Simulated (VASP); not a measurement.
Set up this calculation in VASP 6.6.1, as the native input.

| Property | Result |
| --- | --- |
| Task | relaxation of cell and atoms |
| Functional | r2SCAN |
| Dispersion | D4 |
| Potentials or basis | VASP PAW PBE potentials, release 64 (O, C) |
| Cutoff | 600 eV |
| k mesh | 9 × 9 × 9 |
| Occupations | gaussian, width 0.05 eV |
| Spin | no spin polarisation |
| Further INCAR settings | ALGO = Normal; EDIFF = 1e-06; IBRION = 2; EDIFFG = -0.02; NSW = 40; ISIF = 3 |

The structure of CO2 lies in POSCAR:

```
CO2
1.0
   -1.9747270000      1.9747270000      3.0140580000
    1.9747270000     -1.9747270000      3.0140580000
    1.9747270000      1.9747270000     -3.0140580000
O C
4 2
Direct
    0.8750000000      0.9597980000      0.5847980000
    0.3750000000      0.2902020000      0.4152020000
    0.0402020000      0.6250000000      0.9152020000
    0.7097980000      0.1250000000      0.0847980000
    0.0000000000      0.0000000000      0.0000000000
    0.7500000000      0.2500000000      0.5000000000
```

The cell comes from a database or a generator and needn't be the stable form of this composition.

These files were run (other wordings do the same):

INCAR

```
PREC = Accurate
ENCUT = 600
EDIFF = 1E-6
ISMEAR = 0
SIGMA = 0.05
LREAL = False
LASPH = True
NELM = 60
ALGO = Normal
ISIF = 3
LWAVE = False
LCHARG = False
METAGGA = R2SCAN
LMIXTAU = True
IVDW = 13
VDW_S6 = 1.0
VDW_S8 = 0.6018749
VDW_A1 = 0.51559235
VDW_A2 = 5.77342911
IBRION = 2
NSW = 40
EDIFFG = -0.02
```

KPOINTS

```
Automatic mesh
0
Gamma
  9 9 9
```

Potentials or basis: VASP PAW PBE potentials, release 64 (O, C).

Command:

```sh
$ cat potpaw_PBE.64/O/POTCAR potpaw_PBE.64/C/POTCAR > POTCAR
$ mpirun -np 1 vasp_std > vasp.out
```

Results of the run:

```
Relaxed volume                         : 7.55 Å³/atom
Relaxed cell                           : a = 4.051 Å, b = 4.051 Å, c = 4.051 Å, α = 122.24°, β = 122.24°, γ = 86.16°
Space group after relaxing (to 0.05 Å) : I-42d (No. 122)
Energy gained by relaxing              : 6.4 meV/atom
Ionic steps                            : 5
Pressure after relaxing                : -0.1 GPa
Largest force after relaxing           : 0.012 eV/Å
Band gap on the k mesh                 : 8.48 eV, indirect (least direct gap 8.83 eV)
Dispersion energy per atom             : -0.058 eV
```

Caveat: the PAW data sets were made with another functional, which shifts forces and pressure a little; an odd mesh through Γ misses points on the zone boundary, where band edges often lie.

Run time: 20 min on 1 thread of Intel(R) Xeon(R) Platinum 8259CL CPU @ 2.50GHz (Skylake/Cascade Lake), on a shared host, peak memory 0.25 GiB.
